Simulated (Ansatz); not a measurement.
P:

```
P
1.0
     1.64774   -5.46504    0.00000
     1.64774    5.46504    0.00000
     0.00000    0.00000    4.54364
P
4
Direct
  0.90414 0.09586 0.58882
  0.09586 0.90414 0.41118
  0.59586 0.40414 0.08882
  0.40414 0.59586 0.91118
```

```yaml
Program: Ansatz 0.2.0
Task: relaxation of cell and atoms
Functional: PBEsol
Potentials_or_basis: Ansatz PAW
Cutoff: "420 eV (not typed: the program's choice for these potentials)"
k_mesh: 8 × 8 × 6
Occupations: fermi-dirac, width 0.05 eV
Spin: no spin polarisation
```

At the start: volume 20.46 Å³/atom.

Task: Where does the relaxation end?

Result: It ends after 7 steps and the volume is 17.87 Å³/atom (-12.6 %); space group Cmce (No. 64, to 0.05 Å).

The path:
| step | energy change (eV) | largest force (eV/Å) | volume (Å³) |
| --- | --- | --- | --- |
| 1 | 0.0000 | 0.2967 | 81.83 |
| 2 | -0.0486 | 0.0796 | 75.54 |
| 3 | -0.0751 | 0.0916 | 71.57 |
| 4 | -0.0828 | 0.0386 | 70.63 |
| 5 | -0.0851 | 0.0044 | 71.59 |
| 6 | -0.0851 | 0.0009 | 71.49 |
| 7 | -0.0842 | 0.0011 | 71.49 |

Final structure:
```cif
data_structure
_symmetry_space_group_name_H-M 'P 1'
_symmetry_Int_Tables_number 1
_cell_length_a 5.3971
_cell_length_b 5.3971
_cell_length_c 4.1979
_cell_angle_alpha 90.000
_cell_angle_beta 90.000
_cell_angle_gamma 144.222
_cell_volume 71.49
loop_
_atom_site_label
_atom_site_type_symbol
_atom_site_fract_x
_atom_site_fract_y
_atom_site_fract_z
_atom_site_occupancy
P1 P 0.89452 0.10548 0.57276 1
P2 P 0.10548 0.89452 0.42724 1
P3 P 0.60548 0.39452 0.07276 1
P4 P 0.39452 0.60548 0.92724 1
```

Caveat: the plane-wave basis is chosen anew once the cell has moved, so the energies of steps on either side of that aren't comparable; the PAW data sets come from PBE, with cores solved anew for the run's functional, which leaves a small shift of forces and pressure.
